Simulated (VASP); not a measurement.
# BaTiO3 (R3m) in VASP: settings compared

The runs below take BaTiO3 through relaxation of cell and atoms, with PBEsol, LDA.

Everything below comes from runs of VASP 6.6.1. Logs are shortened: lines on timing, memory, paths and dates and some standing lists are left out, and cuts for length are marked.

**1. The crystal as given**

The structure is trigonal, space group R3m (No. 160). The conventional cell has a = 5.697 Å, b = 5.697 Å, c = 7.007 Å, α = 90.00°, β = 90.00°, γ = 120.00°. Around Ba (site symmetry 3m) lie 12 O at 2.79 to 2.92 Å. Ti (site symmetry 3m) is surrounded by 6 O at 1.89 to 2.16 Å. O (site symmetry m) has 2 Ti at 1.89 to 2.16 Å as nearest neighbours.

The cell is a database's computed one.

**2. Relaxation of cell and atoms, PBEsol**

Contents of INCAR:

```
ALGO = Normal
EDIFF = 1E-7
EDIFFG = -0.005
ENCUT = 600
GGA = PS
IBRION = 2
ISIF = 3
ISMEAR = 0
LASPH = T
LCHARG = F
LREAL = F
LWAVE = F
NELM = 100
NSW = 90
PREC = Accurate
SIGMA = 0.02
```

Contents of KPOINTS:

```
k-points
0
Gamma
  6 6 6
```

Contents of POSCAR:

```
BaTiO3
1.0
    2.8482561200      1.6444414400      2.3355603300
   -2.8482561200      1.6444414400      2.3355603300
    0.0000000000     -3.2888828800      2.3355603300
Ba Ti O
1 1 3
Direct
    0.0001460400      0.0001460400      0.0001460400
    0.5133377100      0.5133377100      0.5133377100
    0.4889503100      0.9797166300      0.4889503100
    0.4889503100      0.4889503100      0.9797166300
    0.9797166300      0.4889503100      0.4889503100
```

Potentials or basis: VASP PAW PBE potentials, release 64 (Ba_sv, Ti_sv, O).

On the command line:

```console
$ cat potpaw_PBE.64/Ba_sv/POTCAR potpaw_PBE.64/Ti_sv/POTCAR potpaw_PBE.64/O/POTCAR > POTCAR
$ mpirun -np 1 vasp_std > vasp.out
```

OUTCAR:

```text
EDIFF = 1E-7
   EDIFFG = -0.005
   ENCUT = 600
   GGA = PS
   IBRION = 2
   ISIF = 3
   ISMEAR = 0
   LASPH = T
   LREAL = F
   NELM = 100
   NSW = 90
   PREC = Accurate

 ion  position               nearest neighbor table
   1  0.000  0.000  0.000-   3 2.79   5 2.79   4 2.79   4 2.85   4 2.85   3 2.85   5 2.85   3 2.85
                             5 2.85   5 2.92   3 2.92   4 2.92   2 3.41   2 3.46   2 3.46   2 3.46
   2  0.513  0.513  0.513-   3 1.89   5 1.89   4 1.89   3 2.16   5 2.16   4 2.16   1 3.41   1 3.46
                             1 3.46   1 3.46   1 3.52   1 3.52   1 3.52   1 3.60
   3  0.489  0.980  0.489-   2 1.89   2 2.16   1 2.79   1 2.85   1 2.85   1 2.92
   4  0.489  0.489  0.980-   2 1.89   2 2.16   1 2.79   1 2.85   1 2.85   1 2.92
   5  0.980  0.489  0.489-   2 1.89   2 2.16   1 2.79   1 2.85   1 2.85   1 2.92

  LATTYP: Found a trigonal (rhomboedric) cell.
 ALAT       =     4.0338062241
 COS(alpha) =     0.0028556981

  Lattice vectors:

 A1 = (   2.8482561200,   1.6444414400,   2.3355603300)
 A2 = (  -2.8482561200,   1.6444414400,   2.3355603300)
 A3 = (   0.0000000000,  -3.2888828800,   2.3355603300)

Analysis of symmetry for initial positions (statically):
=====================================================================
 Subroutine PRICEL returns:
 Original cell was already a primitive cell.

 Routine SETGRP: Setting up the symmetry group for a
 trigonal (rhombohedral) supercell.

 Subroutine GETGRP returns: Found  6 space group operations
 (whereof  6 operations were pure point group operations)
 out of a pool of 12 trial point group operations.

The static configuration has the point symmetry C_3v.

Analysis of symmetry for dynamics (positions and initial velocities):
=====================================================================
 Subroutine PRICEL returns:
 Original cell was already a primitive cell.

 Routine SETGRP: Setting up the symmetry group for a
 trigonal (rhombohedral) supercell.

 Subroutine GETGRP returns: Found  6 space group operations
 (whereof  6 operations were pure point group operations)
 out of a pool of 12 trial point group operations.

The dynamic configuration has the point symmetry C_3v.

 Subroutine INISYM returns: Found  6 space group operations
 (whereof  6 operations are pure point group operations),
 and found     1 'primitive' translations

----------------------------------------------------------------------------------------

                                     Primitive cell

  volume of cell :      65.6357

  direct lattice vectors                    reciprocal lattice vectors
     2.848256120  1.644441440  2.335560330     0.175546011  0.101351537  0.142720926
    -2.848256120  1.644441440  2.335560330    -0.175546011  0.101351537  0.142720926
     0.000000000 -3.288882880  2.335560330     0.000000000 -0.202703073  0.142720926

  length of vectors
     4.033806221  4.033806221  4.033806224     0.247906835  0.247906835  0.247906834

  position of ions in fractional coordinates (direct lattice)
     0.000146040  0.000146040  0.000146040
     0.513337710  0.513337710  0.513337710
     0.488950310  0.979716630  0.488950310
     0.488950310  0.488950310  0.979716630
     0.979716630  0.488950310  0.488950310

  ion indices of the primitive-cell ions
   primitive index   ion index
                 1           1
                 2           2
                 3           3
                 4           4
                 5           5

----------------------------------------------------------------------------------------

 KPOINTS: k-points

Automatic generation of k-mesh.
 Grid dimensions read from file:
 generate k-points for:    6    6    6

 Generating k-lattice:

  Cartesian coordinates                     Fractional coordinates (reciprocal lattice)
     0.029257668  0.016891923  0.023786821     0.166666667  0.000000000  0.000000000
    -0.029257668  0.016891923  0.023786821     0.000000000  0.166666667  0.000000000
     0.000000000 -0.033783846  0.023786821     0.000000000  0.000000000  0.166666667

  Length of vectors
     0.041317806  0.041317806  0.041317806

  Shift w.r.t. Gamma in fractional coordinates (k-lattice)
     0.000000000  0.000000000  0.000000000

 Subroutine IBZKPT returns following result:
 ===========================================

 Found     32 irreducible k-points:

 Following reciprocal coordinates:
            Coordinates               Weight
  0.000000  0.000000  0.000000      1.000000
  0.166667  0.000000 -0.000000      6.000000
  0.333333  0.000000 -0.000000      6.000000
  0.500000  0.000000  0.000000      3.000000
  0.166667  0.166667 -0.000000      6.000000
  0.333333  0.166667  0.000000     12.000000
[... 16 lines left out ...]
  0.500000  0.500000  0.166667      6.000000
 -0.333333  0.500000  0.166667     12.000000
 [... further k-points ...]
   k-points           NKPTS =     32   k-points in BZ     NKDIM =     32   number of bands    NBANDS=     24
   number of dos      NEDOS =    301   number of ions     NIONS =      5
   total plane-waves  NPLWV =  32768
   dimension x,y,z NGX =    32 NGY =   32 NGZ =   32
   dimension x,y,z NGXF=    64 NGYF=   64 NGZF=   64
   ions per type =               1   1   3
   NGX,Y,Z   is equivalent  to a cutoff of  13.19, 13.19, 13.19 a.u.
   NGXF,Y,Z  is equivalent  to a cutoff of  26.38, 26.38, 26.38 a.u.
 SYSTEM =  unknown system
   PREC   = accura    normal or accurate (medium, high low for compatibility)
   ISTART =      0    job   : 0-new  1-cont  2-samecut
   ICHARG =      2    charge: 1-file 2-atom 10-const
   ISPIN  =      1    spin polarized calculation?
   LNONCOLLINEAR =      F non collinear calculations
   LSORBIT =      F    spin-orbit coupling
   LASPH  =      T    aspherical Exc in radial PAW
   ENCUT  =  600.0 eV  44.10 Ry    6.64 a.u.   8.06  8.06  8.06*2*pi/ulx,y,z
   NELM   =    100;   NELMIN=  2; NELMDL= -5     # of ELM steps
   EDIFF  = 0.1E-06   stopping-criterion for ELM
   LREAL  =      F    real-space projection
   EDIFFG = -.5E-02   stopping-criterion for IOM
   NSW    =     90    number of steps for IOM
   IBRION =      2    ionic relax: 0-MD 1-quasi-New 2-CG
   NFREE  =      1    steps in history (QN), initial steepest desc. (CG)
   ISIF   =      3    stress and relaxation
   ISYM   =      2    0-nonsym 1-usesym 2-fastsym
   POTIM  = 0.5000    time-step for ionic-motion
   TEBEG  =    0.0;   TEEND  =   0.0 temperature during run
   PSTRESS=    0.0 pullay stress
   NELECT =      40.0000    total number of electrons
   NUPDOWN=      -1.0000    fix difference up-down
   EMIN   =  10.00;   EMAX   =-10.00  energy-range for DOS
   EFERMI =   0.00;   METHOD = LEGACY
   ISMEAR =     0;   SIGMA  =   0.02  broadening in eV -4-tet -1-fermi 0-gaus
   EFERMI_NEDOS =   21; number of points for ismear=-14 and -15
   IALGO  =     38    algorithm
   IMIX   =      4    mixing-type and parameters
     AMIX     =   0.40;   BMIX     =  1.00
     AMIX_MAG =   1.60;   BMIX_MAG =  1.00
  volume/ion in A,a.u.               =      13.13        88.59
  Fermi-wavevector in a.u.,A,eV,Ry     =   1.387975  2.622892 26.211269  1.926474
  Thomas-Fermi vector in A             =   2.512145
   LORBIT       =      0    0 simple, 1 ext, 2 COOP (PROOUT), +10 PAW based schemes
   GGA     = PS    functional components
   LHFCALC =     F    Hartree Fock is set to
   AEXX    =    0.0000 exact exchange contribution
   IVDW    =     0    specifies the selected vdW correction
   LEPSILON=     F    determine dielectric tensor
   LRPA    =     F    only Hartree local field effects (RPA)
 conjugate gradient relaxation of ions
 non-spin polarized calculation
 Gauss-broadening in eV      SIGMA  =   0.02
  energy-cutoff  :      600.00
  volume of cell :       65.64
 maximum number of plane-waves:      2260
   NGX = 17   NGY = 17   NGZ = 17

--------------------------------------- Ionic step        1  -------------------------------------------

 number of electron      39.9999997 magnetization

 Free energy of the ion-electron system (eV)
  ---------------------------------------------------
  ext. energy  EPLUGINS =         0.00000000
  ---------------------------------------------------
  free energy    TOTEN  =       -42.00476276 eV

  energy without entropy =      -42.00476276  energy(sigma->0) =      -42.00476276

------------------------ aborting loop because EDIFF is reached ----------------------------------------

  FORCE on cell =-STRESS in cart. coord.  units (eV):
  Direction    XX          YY          ZZ          XY          YZ          ZX
  --------------------------------------------------------------------------------------
  -------------------------------------------------------------------------------------
  Total       -1.2676497     -1.2676497     -1.2366923      0.0000000      0.0000000      0.0000000
  in kB      -30.9435436    -30.9435437    -30.1878682      0.0000000      0.0000000      0.0000000
  external PRESSURE =     -30.6916519 kB  Pullay stress =       0.0000000 kB
[... 98 lines left out ...]
  FREE ENERGIE OF THE ION-ELECTRON SYSTEM (eV)
  ---------------------------------------------------
  free  energy   TOTEN  =       -42.0161278280 eV

  energy  without entropy=      -42.0161278280  energy(sigma->0) =      -42.01612783

[... ionic steps 4 to 11 ...]

--------------------------------------- Ionic step       12  -------------------------------------------

 number of electron      39.9999998 magnetization

------------------------ aborting loop because EDIFF is reached ----------------------------------------

  FORCE on cell =-STRESS in cart. coord.  units (eV):
  Direction    XX          YY          ZZ          XY          YZ          ZX
  --------------------------------------------------------------------------------------
  -------------------------------------------------------------------------------------
  Total        0.0285000      0.0285000      0.0129272     -0.0000000      0.0000000      0.0000000
  in kB        0.7113948      0.7113948      0.3226791     -0.0000000      0.0000000      0.0000000
  external PRESSURE =       0.5818229 kB  Pullay stress =       0.0000000 kB
[... 63 lines left out ...]
  energy  without entropy=      -42.0178222613  energy(sigma->0) =      -42.01782226

--------------------------------------- Ionic step       14  -------------------------------------------

 number of electron      39.9999998 magnetization

 Free energy of the ion-electron system (eV)
  ---------------------------------------------------
  ext. energy  EPLUGINS =         0.00000000
  ---------------------------------------------------
  free energy    TOTEN  =       -42.01782767 eV

  energy without entropy =      -42.01782767  energy(sigma->0) =      -42.01782767

 E-fermi :   3.7679     XC(G=0): -11.4951

 val. band max:        3.6277258585   @ k =   0.5000   0.5000   0.5000
 cond. band min:       5.9038770729   @ k =   0.0000   0.0000   0.0000
 fundamental gap:      2.2761512144
 Fermi energy:         3.7678620072

 k-point     1 :       0.0000    0.0000    0.0000
  band No.  band energies     occupation
      1     -52.4405      2.00000
      2     -28.8052      2.00000
      3     -28.8052      2.00000
      4     -28.8010      2.00000
      5     -21.1184      2.00000
      6     -13.1285      2.00000
[... 637 lines left out ...]
     23       7.6899      0.00000
     24       9.4086      0.00000

 [... further k-points ...]
[... 5 lines left out ...]
  --------------------------------------------------------------------------------------
  -------------------------------------------------------------------------------------
  Total       -0.0060031     -0.0060031      0.0041866      0.0000000      0.0000000      0.0000000
  in kB       -0.1498072     -0.1498072      0.1044755      0.0000000      0.0000000      0.0000000
  external PRESSURE =      -0.0650463 kB  Pullay stress =       0.0000000 kB
[... 20 lines left out ...]
  FREE ENERGIE OF THE ION-ELECTRON SYSTEM (eV)
  ---------------------------------------------------
  free  energy   TOTEN  =       -42.0178276728 eV

  energy  without entropy=      -42.0178276728  energy(sigma->0) =      -42.01782767

 reached required accuracy - stopping structural energy minimisation
```

It took 5.4 min on 1 thread of Intel Xeon Platinum 8259CL at 2.50GHz (Skylake/Cascade Lake), shared host; peak memory 0.23 GiB.

Results:

| Quantity | Value |
| --- | --- |
| Free energy | -42.0178 eV |
| Relaxed volume | 12.84 Å³/atom |
| Relaxed cell | a = 4.004 Å, b = 4.004 Å, c = 4.004 Å, α = 89.86°, β = 89.86°, γ = 89.86° |
| Space group after relaxing (to 0.05 Å) | R3m (No. 160) |
| Energy gained by relaxing | 2.6 meV/atom |
| Ionic steps | 14 |
| Pressure after relaxing | 0.0 GPa |
| Largest force after relaxing | 0.005 eV/Å |
| Band gap on the k mesh | 2.28 eV, indirect (least direct gap 2.65 eV) |

Forces on the atoms (eV/Å):
```
Ba   0.000  0.000 -0.005
Ti   0.000  0.000  0.003
O   -0.001  0.001  0.001
O    0.000 -0.001  0.001
O    0.001  0.001  0.001
```

The path:
| step | energy change (eV) | largest force (eV/Å) | pressure (GPa) | volume (Å³) |
| --- | --- | --- | --- | --- |
| 1 | 0.0000 | 0.1315 | -3.07 | 65.64 |
| 2 | 0.0031 | 0.3445 | 3.54 | 63.28 |
| 3 | -0.0114 | 0.0999 | -0.09 | 64.51 |
| 4 | -0.0126 | 0.0548 | -0.06 | 64.38 |
| 5 | -0.0129 | 0.0323 | -0.01 | 64.26 |
| 6 | -0.0129 | 0.0333 | 0.00 | 64.26 |
| 7 | -0.0130 | 0.0147 | -0.03 | 64.25 |
| 8 | -0.0130 | 0.0114 | -0.04 | 64.24 |
| 9 | -0.0130 | 0.0131 | -0.05 | 64.23 |
| 10 | -0.0130 | 0.0125 | -0.04 | 64.24 |
| 11 | -0.0131 | 0.0091 | 0.04 | 64.20 |
| 12 | -0.0131 | 0.0083 | 0.06 | 64.19 |
| 13 | -0.0131 | 0.0061 | -0.06 | 64.22 |
| 14 | -0.0131 | 0.0046 | -0.01 | 64.20 |

Final structure:
```yaml
crystal:
  lattice:
    - [2.82799, 1.63274, 2.31744]
    - [-2.82799, 1.63274, 2.31744]
    - [0.00000, -3.26548, 2.31744]
  atoms:
    - { symbol: Ba, position: [0.00021, 0.00021, 0.00021] }
    - { symbol: Ti, position: [0.51216, 0.51216, 0.51216] }
    - { symbol: O, position: [0.48866, 0.98140, 0.48866] }
    - { symbol: O, position: [0.48866, 0.48866, 0.98140] }
    - { symbol: O, position: [0.98140, 0.48866, 0.48866] }
```

Caveat: the PAW data sets were made with another functional, which shifts forces and pressure a little; spin-orbit coupling is left out, which moves the levels of the heavy elements. A k mesh can miss the band edges.

**3. Relaxation of cell and atoms, LDA**

Changes to INCAR since step 2:

```diff
@@ -4,3 +4,2 @@
 ENCUT = 600
-GGA = PS
 IBRION = 2
```

KPOINTS is that of step 2.

POSCAR is that of step 2.

Potentials or basis: VASP PAW LDA potentials, release 64 (Ba_sv, Ti_sv, O).

On the command line:

```console
$ cat potpaw_LDA.64/Ba_sv/POTCAR potpaw_LDA.64/Ti_sv/POTCAR potpaw_LDA.64/O/POTCAR > POTCAR
$ mpirun -np 1 vasp_std > vasp.out
```

It took 4.8 min on 1 thread of Intel Xeon Platinum 8259CL at 2.50GHz (Skylake/Cascade Lake), shared host; peak memory 0.21 GiB.

The run converged. Its results:

```
Free energy                            : -44.1807 eV
Relaxed volume                         : 12.43 Å³/atom
Relaxed cell                           : a = 3.961 Å, b = 3.961 Å, c = 3.961 Å, α = 89.94°, β = 89.94°, γ = 89.94°
Space group after relaxing (to 0.05 Å) : R3m (No. 160)
Energy gained by relaxing              : 16.1 meV/atom
Ionic steps                            : 12
Pressure after relaxing                : 0.0 GPa
Largest force after relaxing           : 0.003 eV/Å
Band gap on the k mesh                 : 2.06 eV, indirect (least direct gap 2.31 eV)
```

Forces on the atoms (eV/Å):
```
Ba   0.000  0.000 -0.002
Ti   0.000  0.000 -0.002
O   -0.003  0.002  0.001
O    0.000 -0.003  0.001
O    0.003  0.002  0.001
```

The path:
```tsv
step	energy change (eV)	largest force (eV/Å)	pressure (GPa)	volume (Å³)
1	0.0000	0.1741	-7.46	65.64
2	0.0276	1.0072	10.03	60.00
3	-0.0659	0.3228	-0.27	62.97
4	-0.0757	0.1850	-0.12	62.58
5	-0.0784	0.0932	0.18	62.22
6	-0.0796	0.0580	-0.24	62.31
7	-0.0799	0.0479	-0.52	62.36
8	-0.0805	0.0299	0.01	62.16
9	-0.0805	0.0273	0.08	62.14
10	-0.0806	0.0160	0.04	62.13
11	-0.0807	0.0097	0.01	62.12
12	-0.0807	0.0034	-0.03	62.13
```

Final structure:
```
CELL_PARAMETERS angstrom
2.79916 1.61609 2.28897
-2.79916 1.61609 2.28897
0.00000 -3.23219 2.28897
ATOMIC_POSITIONS crystal
Ba 0.99855 0.99855 0.99855
Ti 0.50769 0.50769 0.50769
O 0.48986 0.98514 0.48986
O 0.48986 0.48986 0.98514
O 0.98514 0.48986 0.48986
```

Levels at points of the mesh, in eV from the valence-band top:
```csv
k point,band 17,band 18,band 19,band 20,band 21,band 22,band 23,band 24
"(0.00, 0.00, 0.00)",-1.15,-0.35,-0.25,-0.25,2.06,2.06,2.17,4.45
"(0.50, 0.00, 0.00)",-1.84,-1.76,-0.86,-0.78,2.25,3.76,3.82,4.44
"(0.50, 0.50, 0.00)",-1.66,-0.86,-0.84,-0.10,3.81,3.82,4.19,5.20
"(0.50, 0.50, 0.50)",-2.35,-0.01,-0.01,0.00,4.42,4.50,4.50,6.75
```

Caveat: spin-orbit coupling is left out, which moves the levels of the heavy elements. A k mesh can miss the band edges.
